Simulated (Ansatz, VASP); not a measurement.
# SiB5P5C: VASP beside Ansatz, part 2 of 2

Aim: how closely do two programs agree when they are given the same cell, functional and k mesh? The cell is taken from a series of runs on this material, whose earlier steps may have relaxed, scaled, displaced or heated it; both programs get it as it stands.

VASP 6.6.1 and Ansatz 0.2.0.

So far. Step 2 (VASP: single point, HSE06): The run ends at a pressure of -0.09 GPa, with forces up to 0.21 eV/Å.

## (3) Ansatz: single point, HSE06

Level of this step: Ansatz beside VASP: Kohn-Sham DFT, plane waves, HSE06 (Ansatz).

Ansatz runs on its PAW soft_1 files.

The same cell, functional and mesh now go to Ansatz, which takes its cutoff from its data sets.

Contents of input.yaml:

```yaml
crystal:
  lattice:
    - [3.1829956734, 0.0, 0.0]
    - [0.0, 4.5217385186, -1.02242e-05]
    - [0.0, -2.22828e-05, 9.5621316192]
  atoms:
    - { symbol: B, position: [0.0, -0.0155789712, 0.0676778026] }
    - { symbol: P, position: [0.5, 0.2368995253, 0.0886098141] }
    - { symbol: B, position: [0.5, 0.4890321854, 0.2521280509] }
    - { symbol: P, position: [0.0, 0.7405999875, 0.2459389857] }
    - { symbol: B, position: [0.0, -0.0092436591, 0.4166663968] }
    - { symbol: P, position: [0.5, 0.2410956395, 0.4166664879] }
    - { symbol: B, position: [0.5, 0.4890334896, 0.5812052292] }
    - { symbol: P, position: [0.0, 0.7406020135, 0.5873934486] }
    - { symbol: B, position: [0.0, -0.0155776985, 0.7656556285] }
    - { symbol: P, position: [0.5, 0.2369020601, 0.7447235272] }
    - { symbol: Si, position: [0.5, 0.5693225842, 0.9166674528] }
    - { symbol: C, position: [0.0, 0.7969128437, 0.9166671756] }
kpoints:
  mp_grid: { grid: [4, 4, 2] }
  band_path:
    path:
      - [0.0, 0.0, 0.0]
      - [-0.5, 0.0, 0.0]
      - [-0.5, 0.0, 0.5]
      - [0.0, 0.0, 0.5]
      - [0.0, -0.5, 0.5]
      - [-0.5, -0.5, 0.5]
      - [-0.5, -0.5, 0.0]
      - [0.0, -0.5, 0.0]
    npoints: 1
hamiltonian:
  xc: hse06
  pseudopotentials: { kind: paw, azcp: { folder: soft_1 } }
scf:
  occupations: { method: fixed }
  n_extra_bands: 8
output:
  eigenvalues: true
```

On the command line:

```sh
$ ansatz run input.yaml --threads 4 --pin off --max-ram 17510MiB --backend cpu --events-out ev --progress --plain --runs-dir out
```

Numbers of over 12 decimals in the logs are rounded to 6 here.

What it wrote:

```text
Warning: the atoms were moved onto the symmetric positions of the space group found under crystal.symmetry.tolerance 1.0e-5 (fractional; no operation is sought that the atoms, as they stand in a round, miss by more than twice it, and no atom is moved by as much as it), and the run uses the moved positions. Before a round's move an operation carried an atom to 1.50e-5 Å from where it should land, the largest such dist [...]
scf.n_extra_bands = 8 over 24 filled bands (N_el = 48.0): the run solves 32 bands
Engine: ansatz 0.2.0, aarch64-unknown-linux-gnu
Pseudopotentials: kind: paw
Pseudopotential: B, paw, valence charge 3, recommended cutoff 420 eV (normal), soft_1/B.paw.azcp
Pseudopotential: P, paw, valence charge 5, recommended cutoff 420 eV (normal), soft_1/P.paw.azcp
Pseudopotential: Si, paw, valence charge 4, recommended cutoff 420 eV (normal), soft_1/Si.paw.azcp
Pseudopotential: C, paw, valence charge 4, recommended cutoff 420 eV (normal), soft_1/C.paw.azcp
Functional definition: HSE06
  parameter a = 0.25
  parameter omega = 0.11/bohr
  exchange = pbe_x - a*pbe_x_sr(omega) + a*exact_x_sr(omega)
  correlation = pbe_c
davidson cushion auto → on  (no smearing: the cushion is to keep the highest requested band from converging to the state above it; pin scf.eigensolver.cushion to override)
Crystal: 12 atoms, lattice volume = 137.625 Å³
Basis set: ecut = 420 eV, 2711 PW (Γ)
Bands: 32, of which v1, the nominal top of the filled ones, is band 24 counted from 1 (23 counted from 0)
Symmetry: 4 space group operations
Space group: Pmm2 (ITA 25), of the structure as read, at distance tolerance 5.2e-5 Å
k-points: 18 of 32 (time reversal used)
Non-local potential: B, projectors of the file, l = 0: 2, l = 1: 2, l = 2: 1
Non-local potential: P, projectors of the file, l = 0: 2, l = 1: 2, l = 2: 1
Non-local potential: Si, projectors of the file, l = 0: 2, l = 1: 2, l = 2: 1
Non-local potential: C, projectors of the file, l = 0: 2, l = 1: 2, l = 2: 1
PAW form: soft (Blöchl's): semilocal exchange-correlation on the pseudo side does not see the compensation charge
PAW frozen core: B, regenerated for the run's functional, and the local potential with it (the file was generated under x = pbe(κ = 0.804, μ = 0.219515), c = pbe(β = 0.066725))
PAW frozen core: P, regenerated for the run's functional, and the local potential with it (the file was generated under x = pbe(κ = 0.804, μ = 0.219515), c = pbe(β = 0.066725))
PAW frozen core: Si, regenerated for the run's functional, and the local potential with it (the file was generated under x = pbe(κ = 0.804, μ = 0.219515), c = pbe(β = 0.066725))
PAW frozen core: C, regenerated for the run's functional, and the local potential with it (the file was generated under x = pbe(κ = 0.804, μ = 0.219515), c = pbe(β = 0.066725))
PAW one-centre angular grid: B, 110 points (default); XC on 64 Gauss nodes
PAW one-centre angular grid: P, 110 points (default); XC on 64 Gauss nodes
PAW one-centre angular grid: Si, 110 points (default); XC on 64 Gauss nodes
PAW one-centre angular grid: C, 110 points (default); XC on 64 Gauss nodes
Initial density: superposition of atomic densities (chi_scale 0.1, normalization cell, long waves kept (reshape's long-wave potential 0.16 eV rms))
Initial wavefunctions: pseudopotential atomic-orbital guess
Functional: x = pbe(κ = 0.804, μ = 0.219515), c = pbe(β = 0.066725), warm-up for x = pbe(κ = 0.804, μ = 0.219515) + 0.25 (exact − pbe) at short range (hse, ω = 0.207870 Å⁻¹), c = pbe(β = 0.066725); HSE06 as pw.x's `hse` composes it (authors' and Libxc's form: `xc: wpbeh`)
SCF iter   1: F=—  HF=-5452.589993 eV  |F-HF|=—  |Δ(HF+E_count)|=         —  Δρ=9.39e-2  dr2=1.46e1  ethr=1.00e-1  ⟨swp⟩=5.3  Hψ=2334  notcnv=0
preconditioner: auto → none  [insulator: Δε(μ)=1.911 eV  Ē_g=10.458 eV  n_scr=22 (ndim 8)  ℏωp=21.9 eV  f_vac=0.000]
SCF iter   2: F=—  HF=-5448.664345 eV  |F-HF|=—  |Δ(HF+E_count)|=    3.93e0  Δρ=3.55e-2  dr2=1.93e0  ethr=3.04e-2  ⟨swp⟩=4.1  Hψ=1677  notcnv=0  defer=2
SCF iter   3: F=—  HF=-5448.282909 eV  |F-HF|=—  |Δ(HF+E_count)|=   3.81e-1  Δρ=1.65e-2  dr2=5.92e-1  ethr=4.02e-3  ⟨swp⟩=4.2  Hψ=1666  notcnv=0
SCF iter   4: F=—  HF=-5448.294911 eV  |F-HF|=—  |Δ(HF+E_count)|=   1.20e-2  Δρ=1.03e-2  dr2=7.25e-1  ethr=1.23e-3  ⟨swp⟩=4.8  Hψ=1655  notcnv=0  defer=2
iter 5 solved again at ethr=3.28e-5 eV; its pass at ethr=1.23e-3 eV (dr2=1.58e-2 eV) is discarded
SCF iter   5: F=—  HF=-5448.174782 eV  |F-HF|=—  |Δ(HF+E_count)|=   1.20e-1  Δρ=3.78e-3  dr2=1.56e-2  ethr=3.28e-5  ⟨swp⟩=4.6  Hψ=2956  notcnv=0
SCF iter   6: F=—  HF=-5448.172788 eV  |F-HF|=—  |Δ(HF+E_count)|=   1.99e-3  Δρ=1.40e-3  dr2=1.50e-3  ethr=3.25e-5  ⟨swp⟩=3.2  Hψ=1344  notcnv=0  defer=1
SCF iter   7: F=—  HF=-5448.173049 eV  |F-HF|=—  |Δ(HF+E_count)|=   2.61e-4  Δρ=3.68e-4  dr2=2.04e-4  ethr=3.13e-6  ⟨swp⟩=4.1  Hψ=1649  notcnv=0
SCF iter   8: F=-5448.173038 eV  HF=-5448.173039 eV  |F-HF|=1.48e-6  |Δ(HF+E_count)|=   9.62e-6  Δρ=1.08e-4  dr2=1.30e-5  ethr=4.24e-7  ⟨swp⟩=3.7  Hψ=1589  notcnv=0
SCF 1 stopped early in 8 iterations: F = -5448.173038 eV  dr2 = 1.30e-5
  greatest PAW one-centre occupation: 0.769 electrons in one spin orbital (limit 2), on the P atom at site 1 (counted from 0), in its partial waves of l = 0
Initial density: handed on by an earlier stage of this run
Initial wavefunctions: those handed on with the density
Functional: x = pbe(κ = 0.804, μ = 0.219515) + 0.25 (exact − pbe) at short range (hse, ω = 0.207870 Å⁻¹), c = pbe(β = 0.066725); HSE06 as pw.x's `hse` composes it (authors' and Libxc's form: `xc: wpbeh`)
Exchange kernel: α = 0.2500, screened, ω = 0.2079 Å⁻¹, Wigner–Seitz truncation, v(0) = 1027.1990 eV·Å³, q-mesh 4×4×2, nearest image of the exchange supercell L = 12.73 Å, pair-density grid 15×25×48, without the augmentation charges, whose exchange is taken in its separable form by FFT convolution over the k-point mesh (sized by the pseudopotential files, 24×32×64 at the most), smooth part of the exact exchange by density-matrix convolution
Frozen-core exchange: fock
SCF iter   1: F=—  HF=-5452.180197 eV  |F-HF|=—  |Δ(HF+E_count)|=         —  Δρ=4.83e-3  dr2=1.92e-2  ethr=2.71e-7  ⟨swp⟩=9.6  Hψ=4066  notcnv=0
preconditioner: auto → none  [insulator: Δε(μ)=1.772 eV  Ē_g=11.687 eV  n_scr=22 (ndim 8)  ℏωp=21.9 eV  f_vac=0.000]
SCF iter   2: F=—  HF=-5452.172306 eV  |F-HF|=—  |Δ(HF+E_count)|=   7.89e-3  Δρ=1.45e-3  dr2=3.53e-3  ethr=2.71e-7  ⟨swp⟩=5.7  Hψ=2477  notcnv=0  defer=2
SCF iter   3: F=—  HF=-5452.187831 eV  |F-HF|=—  |Δ(HF+E_count)|=   1.55e-2  Δρ=6.85e-4  dr2=4.13e-4  ethr=2.71e-7  ⟨swp⟩=5.7  Hψ=2563  notcnv=0  defer=1
SCF iter   4: F=—  HF=-5452.187689 eV  |F-HF|=—  |Δ(HF+E_count)|=   1.42e-4  Δρ=1.27e-4  dr2=6.26e-5  ethr=2.71e-7  ⟨swp⟩=3.5  Hψ=1790  notcnv=0
SCF iter   5: F=—  HF=-5452.188135 eV  |F-HF|=—  |Δ(HF+E_count)|=   4.46e-4  Δρ=1.62e-4  dr2=4.73e-5  ethr=4.68e-8  ⟨swp⟩=5.0  Hψ=2271  notcnv=0
SCF iter   6: F=-5452.188120 eV  HF=-5452.188121 eV  |F-HF|=7.15e-7  |Δ(HF+E_count)|=   1.42e-5  Δρ=1.68e-5  dr2=1.66e-6  ethr=4.68e-8  ⟨swp⟩=3.6  Hψ=1651  notcnv=0
SCF 2 stopped early in 6 iterations: F = -5452.188120 eV  dr2 = 1.66e-6
  greatest PAW one-centre occupation: 0.765 electrons in one spin orbital (limit 2), on the P atom at site 1 (counted from 0), in its partial waves of l = 0
hybrid outer 1: dexx = +1.919e-2 eV, tail = 1.44e-5 eV
Exchange kernel: α = 0.2500, screened, ω = 0.2079 Å⁻¹, Wigner–Seitz truncation, v(0) = 1027.1990 eV·Å³, q-mesh 4×4×2, nearest image of the exchange supercell L = 12.73 Å, pair-density grid 15×25×48, without the augmentation charges, whose exchange is taken in its separable form by FFT convolution over the k-point mesh (sized by the pseudopotential files, 24×32×64 at the most), smooth part of the exact exchange by density-matrix convolution
Frozen-core exchange: fock
SCF iter   1: F=—  HF=-5452.187853 eV  |F-HF|=—  |Δ(HF+E_count)|=         —  Δρ=2.16e-5  dr2=1.31e-6  ethr=1.50e-7  ⟨swp⟩=3.2  Hψ=1341  notcnv=0
preconditioner: auto → none  [insulator: Δε(μ)=1.823 eV  Ē_g=11.703 eV  n_scr=22 (ndim 8)  ℏωp=21.9 eV  f_vac=0.000]
iter 2 solved again at ethr=6.60e-11 eV; its pass at ethr=2.42e-9 eV (dr2=3.17e-8 eV) is discarded
SCF iter   2: F=-5452.187853 eV  HF=-5452.187853 eV  |F-HF|=1.19e-8  |Δ(HF+E_count)|=   1.90e-7  Δρ=6.45e-6  dr2=5.78e-8  ethr=6.60e-11  ⟨swp⟩=3.1  Hψ=3256  notcnv=0
SCF 3 converged in 2 iterations: F = -5452.187853 eV  dr2 = 5.78e-8
  greatest PAW one-centre occupation: 0.765 electrons in one spin orbital (limit 2), on the P atom at site 9 (counted from 0), in its partial waves of l = 0
hybrid outer 2: dexx = +2.159e-7 eV, tail = 1.27e-7 eV, Δε = 8.43e-4 eV (about 9.68e-5 eV left of the loop's levels)
NSCF: frozen V_eff on 8 k-points
hybrid SCF converged: 2 outer / 8 inner (+8 warm-up), last move |dexx| = 2.16e-7 eV, tail = 1.27e-7 eV
Stability not checked: this state was not tested for a lower state beside it, because the functional holds exact exchange (a hybrid, or Hartree-Fock), whose exchange loop this test does not read (fock_operator; see scf.lower_state_search)
Free energy (F): -5452.187853 eV
Frozen-core exchange: fock
Harris-Foulkes:  -5452.187853 eV  (|F-HF|=1.19e-8)
Internal energy: -5452.187853 eV  (E = F + TS)
E sigma→0 (E₀):  -5452.187853 eV
Fermi energy:    9.107260 eV
--- Per-component energies (eV) ---
  E_band       = 87.212065
  E_kinetic    = 735.984241
  E_local      = -407.681607  (includes V_loc(G=0)·N_el)
  E_nonlocal   = 240.344201
  E_hartree    = 122.276282
  E_xc         = -519.889446
  E_vxc        = -498.240378  (∫ρ·V_xc dr)
  E_exx        = -83.669268  (= α·E_x^exact, valence–valence)
  E_paw        = -3831.965383  (= ΣΔE_a)
  E_vpaw       = -60.409784  (= ΣTr[D̂ρ^β])
  E_aug_tail   = 0.000081  (compensation charges beyond the density's cutoff)
  E_ewald      = -1707.069579
  E_core_change = -0.517378  (= ΣΔE_core)
  E_smearing   = -0.000000  (= −TS)
  E_closure    = 0.000000  (closes the sum)
  Σ components = -5452.187853   (vs F -5452.187853, Δ=0.00e0)
--- Band table (eV; the first three rows and the last of 18) ---
  k-point 0: bands = [... 20 lower, 8.2168, 8.9447, 9.1034, 9.1073, 11.1242, 11.3127, 12.4796, 12.6664, ... 4 higher]
  k-point 1: bands = [... 20 lower, 7.8827, 8.0298, 8.8529, 8.9021, 11.5231, 11.6544, 13.4597, 13.4987, ... 4 higher]
  k-point 2: bands = [... 20 lower, 7.8011, 7.8180, 7.9959, 8.0592, 11.0921, 12.2761, 12.8159, 12.9378, ... 4 higher]
  k-point 17: bands = [... 20 lower, 6.3374, 6.3694, 6.6108, 6.7666, 13.4710, 13.9158, 14.1049, 14.3249, ... 4 higher]
```

## (4) Differences

Known differences besides the potentials themselves: exact exchange at q = 0 is treated differently, which shows on coarse meshes; VASP keeps PBE cores, Ansatz makes them for the functional; fixed occupations in Ansatz, narrow Gaussian smearing in VASP; the cutoff is 420 eV in Ansatz and 520 eV in VASP; VASP takes a coarser grid for exact exchange (PRECFOCK = Fast). Total energies have different zeros and are not compared.

The two programs side by side:

```csv
quantity,Ansatz,VASP,difference
gap on the k mesh (eV),1.823,1.820,+0.003
```

A gap on the mesh is an upper bound, since the band edges may lie between its points.

## (5) Summary of results

```
difference in gap on the k mesh (single point, HSE06) : 0.0026 eV
```

**Reading.** The difference in gap on the k mesh is 0.0026 eV (single point, HSE06), within the 0.08 eV picked in this series as the mark of a large difference. Such differences can come from data sets, numerical settings and the points named under the comparisons, not from the functional's error against experiment.

[Lines on the potential files, build, host, timing and source positions are cut from VASP's logs without a mark.]

[Logs are printed without paths, hosts, clocks, repeated set-up lines and the standing remarks that a program may print on its own settings, such as how far it seeks lower states.]

[Hosts, paths, dates, database ids (printed as entryN), source tags and the programs' standing remarks are cut or masked in the printed files.]
